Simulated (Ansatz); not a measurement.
# Sn under changes of volume

One of the cells (28.673 Å³/atom); the others are scaled copies at fixed shape and fractional positions:

```
CELL_PARAMETERS angstrom
-1.72654 1.77555 2.33834
1.72654 -1.77555 2.33834
1.72654 1.77555 -2.33834
ATOMIC_POSITIONS crystal
Sn 0.00000 0.00000 0.00000
```

This isn't the form of Sn at room conditions, which is tetragonal (white tin).

```yaml
Program: Ansatz 0.2.0
Functional: PBE
Potentials_or_basis: Ansatz PAW
Cutoff: "420 eV (not typed: the program's choice for these potentials)"
k_mesh: 11 × 11 × 11
Occupations: fermi-dirac, width 0.05 eV
Spin: no spin polarisation
```

| volume (Å³/atom) | energy over the lowest point (meV/atom) | pressure (GPa) |
| --- | --- | --- |
| 26.953 | 7.00 | 2.1 |
| 27.526 | 1.52 | 0.9 |
| 28.100 | 0.00 | -0.1 |
| 28.673 | 1.99 | -1.0 |
| 29.247 | 7.12 | -1.8 |
| 29.820 | ? | ? |
| 30.394 | 25.35 | -3.2 |

Question: What does the run at 29.820 Å³/atom give?

Answer: Energy over the lowest point 15.01 meV/atom; pressure -2.6 GPa.

Worked out: A Birch-Murnaghan fit of order 3 (a polynomial in V^(-2/3)) to the other rows has its minimum at 28.05 Å³/atom with B0 = V·E''(V) = 49 GPa and B' = 4.9 at fixed shape and positions, which overstates the stiffness. It gives 15.00 meV/atom at 29.820 Å³/atom, against the run's 15.01, and -dE/dV = -2.6 GPa, against -2.6.

Energies are extrapolated to zero smearing.
